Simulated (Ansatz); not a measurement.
# Thickness series of a Zr/GaN/Hf junction, part 3 of 3

Aim: the conductance of Zr/GaN/Hf junctions as the barrier thickens. The lower electrode is Zr hcp(0001), the upper one Hf hcp(0001); the barrier is GaN wurtzite(0001) (whole bilayers). In the first transport cell, after relaxation, the nearest pair of electrode and barrier is Zr–N at 2.12 Å, along the normal, at the lower face and Hf–Ga at 3.00 Å, at a slant, at the upper one. All share a net of side 3.22 Å, which strains the lower electrode by -0.3 %, the upper one by +0.6 % and the barrier by +0.0 %, against typed lattice constants near PBE's. The first steps treat the bulk electrodes alone.

Ansatz 0.2.0; PBE DFT, plane waves, PAW files (the session's first sound run).

So far, transmission at the Fermi level (a spin, zone mean): step 5 (transmission over a wide range of energy) 0.00283; step 6 (conductance on a fine mesh, atomic planes in the barrier 4, gap between the …) 0.0305; step 7 (conductance on a fine mesh, 30 atoms) 0.00285; step 8 (conductance, atomic planes in the barrier 12, gap between the electrodes 18.31 Å) 2.6e-4.

### Step 12. The same cell, other settings, 30 atoms

This step: PBE DFT, plane waves, PAW files; ballistic transmission by layer matching between semi-infinite leads; changed: output.transmission.leads = null (Ansatz 0.2.0).

System of this step: Zr/GaN/Hf. The cell holds 30 atoms: 11 Zr, 4 N, 4 Ga and 11 Hf. Cell: a = 3.220 Å, b = 3.220 Å, c = 78.370 Å, α = 90.0°, β = 90.0°, γ = 120.0°. Regions: left electrode, 11 atoms (11 Zr); barrier, 8 atoms (4 N and 4 Ga); right electrode, 11 atoms (11 Hf). Vacuum lies along c.

This run repeats an earlier one, its twin (the spectrum run, 8 atomic planes between the electrodes), with one setting changed (output.transmission.leads; files written aside). It is meant to test whether the program finds a usable lead, or takes the one named. Where the input is shown as a difference, that is against the step before, not the twin.

input.yaml

```yaml
crystal:
  lattice:
    - [3.22, 0.0, 0.0]
    - [-1.61, 2.7886018002, 0.0]
    - [0.0, 0.0, 78.3700477507]
  atoms:
    - { symbol: Zr, position: [0.33333333, 0.66666667, 0.0893198384] }
    - { symbol: Zr, position: [0.0, 0.0, 0.1224406668] }
    - { symbol: Zr, position: [0.33333333, 0.66666667, 0.1555614952] }
    - { symbol: Zr, position: [0.0, 0.0, 0.1886823236] }
    - { symbol: Zr, position: [0.33333333, 0.66666667, 0.221803152] }
    - { symbol: Zr, position: [0.0, 0.0, 0.2549239804] }
    - { symbol: Zr, position: [0.33333333, 0.66666667, 0.2880448089] }
    - { symbol: Zr, position: [0.0, 0.0, 0.3211656373] }
    - { symbol: Zr, position: [0.33333333, 0.66666667, 0.3542864657] }
    - { symbol: Zr, position: [0.0, 0.0, 0.3874072941] }
    - { symbol: Zr, position: [0.33333333, 0.66666667, 0.4223197528] }
    - { symbol: "N", position: [0.33333333, 0.66666667, 0.4493309837] }
    - { symbol: Ga, position: [0.66666667, 0.33333333, 0.4576786491] }
    - { symbol: "N", position: [0.66666667, 0.33333333, 0.4827011779] }
    - { symbol: Ga, position: [0.33333333, 0.66666667, 0.4912027894] }
    - { symbol: "N", position: [0.33333333, 0.66666667, 0.5161887768] }
    - { symbol: Ga, position: [0.66666667, 0.33333333, 0.524706963] }
    - { symbol: "N", position: [0.66666667, 0.33333333, 0.5496730797] }
    - { symbol: Ga, position: [0.33333333, 0.66666667, 0.5589002481] }
    - { symbol: Hf, position: [0.66666667, 0.33333333, 0.5889748966] }
    - { symbol: Hf, position: [0.33333333, 0.66666667, 0.6203246537] }
    - { symbol: Hf, position: [0.66666667, 0.33333333, 0.6525863768] }
    - { symbol: Hf, position: [0.33333333, 0.66666667, 0.6848480999] }
    - { symbol: Hf, position: [0.66666667, 0.33333333, 0.717109823] }
    - { symbol: Hf, position: [0.33333333, 0.66666667, 0.7493715461] }
    - { symbol: Hf, position: [0.66666667, 0.33333333, 0.7816332692] }
    - { symbol: Hf, position: [0.33333333, 0.66666667, 0.8138949923] }
    - { symbol: Hf, position: [0.66666667, 0.33333333, 0.8461567154] }
    - { symbol: Hf, position: [0.33333333, 0.66666667, 0.8784184385] }
    - { symbol: Hf, position: [0.66666667, 0.33333333, 0.9106801616] }
kpoints:
  mp_grid: { grid: [12, 12, 1] }
scf:
  occupations: { method: fermi_dirac, width: 0.1 }
  max_iter: 150
hamiltonian:
  xc: pbe
output:
  transmission: { kmesh: [12, 12], e_range: [-3, 3], de: 0.1 }
  dos: { projected: true, e_range: [-6, 5], de: 0.05 }
  write_potential: true
  write_density: true
  volumetric_format: npy
```

Command:

```bash
$ ansatz run input.yaml --threads 4 --pin off --max-ram 12288MiB --backend cpu --events-out ev --progress --plain --runs-dir out
```

It took 9 min on 4 threads of Arm Neoverse V1, shared host; peak memory 6.6 GiB.

This number moved little. The transmission at the Fermi level, both spins, is 0.00565 against 0.00565 in the twin: no change within 1 %.

### Step 13. The same cell, other settings, 26 atoms

This step: PBE DFT, plane waves, PAW files; ballistic transmission by layer matching between semi-infinite leads; changed: scf.occupations.width = null, scf.occupations.method = "tetrahedron_uncorrected", kpoints.mp_grid.grid = [10, 10, 1] (Ansatz 0.2.0).

System of this step: Zr/GaN/Hf. The cell holds 26 atoms: 11 Zr, 2 N, 2 Ga and 11 Hf. Its edges and angles: a = 3.220 Å, b = 3.220 Å, c = 73.121 Å, α = 90.0°, β = 90.0°, γ = 120.0°. Regions: left electrode, 11 atoms (11 Zr); barrier, 4 atoms (2 N and 2 Ga); right electrode, 11 atoms (11 Hf). Vacuum lies along c.

This run repeats an earlier one, its twin (the conductance run, 4 atomic planes between the electrodes), with three settings changed (kpoints.mp_grid.grid, scf.occupations.method, scf.occupations.width; files written aside). It is meant to test whether the SCF mesh is converged and how much rests on the smearing. Where the input is shown as a difference, that is against the step before, not the twin.

input.yaml

```yaml
crystal:
  lattice:
    - [3.22, 0.0, 0.0]
    - [-1.61, 2.7886018002, 0.0]
    - [0.0, 0.0, 73.1214566083]
  atoms:
    - { symbol: Zr, position: [0.33333333, 0.66666667, 0.0957311345] }
    - { symbol: Zr, position: [0.0, 0.0, 0.1312293457] }
    - { symbol: Zr, position: [0.33333333, 0.66666667, 0.1667275568] }
    - { symbol: Zr, position: [0.0, 0.0, 0.2022257679] }
    - { symbol: Zr, position: [0.33333333, 0.66666667, 0.237723979] }
    - { symbol: Zr, position: [0.0, 0.0, 0.2732221901] }
    - { symbol: Zr, position: [0.33333333, 0.66666667, 0.3087204013] }
    - { symbol: Zr, position: [0.0, 0.0, 0.3442186124] }
    - { symbol: Zr, position: [0.33333333, 0.66666667, 0.3797168235] }
    - { symbol: Zr, position: [0.0, 0.0, 0.4152150346] }
    - { symbol: Zr, position: [0.33333333, 0.66666667, 0.4526334776] }
    - { symbol: "N", position: [0.33333333, 0.66666667, 0.48158355] }
    - { symbol: Ga, position: [0.66666667, 0.33333333, 0.4905304031] }
    - { symbol: "N", position: [0.66666667, 0.33333333, 0.517349026] }
    - { symbol: Ga, position: [0.33333333, 0.66666667, 0.5272385121] }
    - { symbol: Hf, position: [0.66666667, 0.33333333, 0.5594718914] }
    - { symbol: Hf, position: [0.33333333, 0.66666667, 0.5930719053] }
    - { symbol: Hf, position: [0.66666667, 0.33333333, 0.6276493454] }
    - { symbol: Hf, position: [0.33333333, 0.66666667, 0.6622267854] }
    - { symbol: Hf, position: [0.66666667, 0.33333333, 0.6968042254] }
    - { symbol: Hf, position: [0.33333333, 0.66666667, 0.7313816654] }
    - { symbol: Hf, position: [0.66666667, 0.33333333, 0.7659591054] }
    - { symbol: Hf, position: [0.33333333, 0.66666667, 0.8005365454] }
    - { symbol: Hf, position: [0.66666667, 0.33333333, 0.8351139854] }
    - { symbol: Hf, position: [0.33333333, 0.66666667, 0.8696914255] }
    - { symbol: Hf, position: [0.66666667, 0.33333333, 0.9042688655] }
kpoints:
  mp_grid: { grid: [10, 10, 1] }
scf:
  occupations: { method: tetrahedron_uncorrected }
  max_iter: 150
hamiltonian:
  xc: pbe
output:
  transmission:
    kmesh: [30, 30]
    e_range: [-0.26, 0.27]
    de: 0.0375
    leads: [[4, 6], [20, 22]]
```

Elapsed: 10 min, on 4 threads; peak memory 4.4 GiB.

Residual by cycle:

cycle, log10 residual and a bar from the least value:
```
        1        2.9 ##############################
        4        0.4 #######################
        8       -1.0 ###################
       11       -3.1 ############
       15       -3.4 ############
       18       -3.4 ############
       22       -4.5 #########
       25       -4.6 ########
       29       -4.8 ########
       32       -5.1 #######
       36       -6.3 ###
       39       -7.4
```

The run finished with changed settings (scf.occupations.width = null, scf.occupations.method = "tetrahedron_uncorrected" and kpoints.mp_grid.grid = [10, 10, 1]); it serves as a test.

The conductance is 2.6e13 S/m² against 2.7e13 S/m² in the twin: a change of -4 %.

Side by side:

```
                                           quantity    this run   sound run  difference
                                   free energy (eV)  -227290.55  -227291.14       0.592
                                  Fermi energy (eV)      13.041      13.034     0.00618
transmission at the Fermi level (a spin, zone mean)    0.029623    0.030520     -9.0e-4
                         channels of the lower lead     0.80667     0.67333       0.133
             potential step in the lower lead (meV)        99.6        67.6          32
     ballistic conductance of the lower lead (S/m²)    6.773e14    5.953e14      8.2e13
             potential step in the upper lead (meV)        10.3         9.3           1
     ballistic conductance of the upper lead (S/m²)    5.812e14    5.768e14      4.5e12
                        junction conductance (S/m²)    2.648e13    2.749e13     -1.0e12
   resistance-area product beyond the leads (Ω um²)    0.036165    0.034667     0.00150
```

One result that differs is the potential step in the lower lead, 99.6 meV against 67.6 meV.

### Step 14. What came out

| Quantity | Value |
| --- | --- |
| 1/G at 7.81 Å gap | 0.0364 Ω um² |
| 1/G at 23.6 Å gap | 35.3 Ω um² |
| decay constant β | 0.44 Å⁻¹ |

In words: A fit of ln G against d gives β = 0.44 Å⁻¹, and step by step the slopes are 0.45, 0.46 and 0.40 Å⁻¹. They agree within a fifth, so G falls as one exponential, by a factor of ten every 5.2 Å. At the Fermi level the layers of the barrier in the wide-window run (8 planes) hold from 0.0057 to 0.13 states an eV and atom. A semilocal functional narrows gaps, which tends to make the decay too slow. For band edges and narrow resonances between the energies solved the program's estimate reaches 127 %, so such features can't be ruled out. The program's largest other error estimate on these conductances is 59 %, from the leads' potential steps, in the run that gave 2.6e12 S/m². In 4 of these 4 runs a lead's potential steps by more than 25 meV, which the program flags as too much. No spin-orbit coupling, phonons, disorder or image charges enter; the interfaces are ordered, one cell wide and lattice-matched by strain. Semilocal gaps are too small, which can bring a band edge of the barrier nearer to the Fermi level than it is.

[Logs are printed without paths, hosts, clocks, repeated set-up lines and the standing remarks that a program may print on its own settings, such as how far it seeks lower states.]

[Hosts, paths, dates, database ids (printed as entryN), source tags and the programs' standing remarks are cut or masked in the printed files.]
